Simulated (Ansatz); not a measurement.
## Pressure coefficients of KF

```
K F
1.0
     0.00000    2.67350    2.67350
     2.67350    0.00000    2.67350
     2.67350    2.67350    0.00000
K F
1 1
Direct
  0.00000 0.00000 0.00000
  0.50000 0.50000 0.50000
```

The cell is COD entry 9008652, as deposited and not checked against the literature; nothing was relaxed.

Level of theory: DFT, PBEsol, all-electron LAPW, scalar-relativistic (Ansatz 0.2.0).

The runs use a Γ-centred 9×9×9 k mesh, Fermi–Dirac smearing of 0.01 eV, basis error target 1 meV/atom, no spin polarisation.

The cell is scaled evenly with fractional coordinates held. Semilocal gaps are too small, but their slopes carry over better.

| V/V(cell) | P (GPa) | gap on the k mesh (eV) |
| --- | --- | --- |
| 0.9400 | 1.43 | 6.351 |
| 0.9600 | 0.62 | 6.239 |
| 0.9800 | -0.09 | 6.133 |
| 0.9900 | -0.41 | 6.082 |
| 1.0000 | -0.72 | 6.032 |
| 1.0100 | -1.00 | 5.983 |
| 1.0200 | -1.27 | 5.936 |
| 1.0400 | -1.76 | 5.843 |

Question: From the rows at 0.9900 and 1.0100, what is the bulk modulus at the cell's volume?

Answer: B = −ΔP/Δln V = −[(-1.00) − (-0.41)]/0.02000 = 29.5 GPa.

Question: What are the gap's volume deformation potential and pressure coefficient?

Answer: dEg/dln V = (5.983 − 6.082)/0.02000 = -4.95 eV, and dEg/dP = −(dEg/dln V)/B = 168 meV/GPa: pressure widens the gap.

Question: Predict the row at V/V(cell) = 1.0600. How far is a linear estimate of P off?

Answer: P = -2.20 GPa, gap 5.754 eV. The linear estimate P(cell) − B ln(V/V(cell)) = -2.44 GPa misses by 0.24 GPa, since the modulus falls on expansion.
